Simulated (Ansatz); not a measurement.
## A series in volume per atom on HgSe

All results are calculated (Ansatz 0.2.0). Periodic Kohn-Sham DFT of a crystal at fixed atoms; pressure and stress are positive in compression; the energy is the free energy less that of spherical unpolarised free atoms; site moments are those in the method's own spheres, positive along +z.

Cell of the first row (space group F-43m, No. 216):
```
CELL_PARAMETERS angstrom
0.00000 2.97400 2.97400
2.97400 0.00000 2.97400
2.97400 2.97400 0.00000
ATOMIC_POSITIONS crystal
Hg 0.00000 0.00000 0.00000
Se 0.75000 0.75000 0.75000
```

Settings of every row: method all-electron PAW; functional PBEsol; relativity scalar; k mesh 9x9x9; filling fermi-dirac; smearing width 0.02 eV; nucleus gaussian.

Atom start moment: 0 on all atoms.

Limits: no spin-orbit coupling on heavy atoms.

```csv
row,volume per atom (Å³),pressure (GPa)
1,26.305,5.992
2,26.864,4.384
3,27.424,2.955
4,27.704,2.3
5,27.984,?
6,28.264,1.101
7,28.543,0.552
8,29.103,-0.455
9,29.663,-1.35
```

Question: what pressure should row 5 give?

Worked fit of pressure. Take u = (V_r/V)^(2/3) − 1 with V_r = 27.984 Å³ an atom, which is twice the finite (Eulerian) strain; such expansions in the strain, on which the Birch-Murnaghan equation of state is built, carry the rest volume and the bulk modulus. The shown rows have u = 0.04211, 0.0276, 0.01357, 0.00673, -0.00662, -0.0131, -0.0258, -0.0381. Least squares give pressure = 1.6824 + 89.876 × u + 282.14 × u² + 326 × u³ GPa; a parabola predicts inner rows, each left out in turn, worse (root mean square 0.0054 against 0.0012 GPa). The rows lie off it by 0.000, -0.001, 0.000, 0.000, 0.001, -0.001, -0.001, 0.000. The pressure vanishes at u = -0.0199, or V = 28.84 Å³ an atom, and there the bulk modulus at fixed shape and fractions is B = −V dP/dV = (2/3)(1 + u) dP/du = 51.6 GPa. The withheld row has u = 0, so the fit gives 1.6824 + 89.876 × (0) + 282.14 × (0)² + 326 × (0)³ = 1.682 GPa.

The calculation gave 1.683 GPa. The fit lies 0.001 GPa (0.014 % of the column's range) below it, one unit of the last digit.
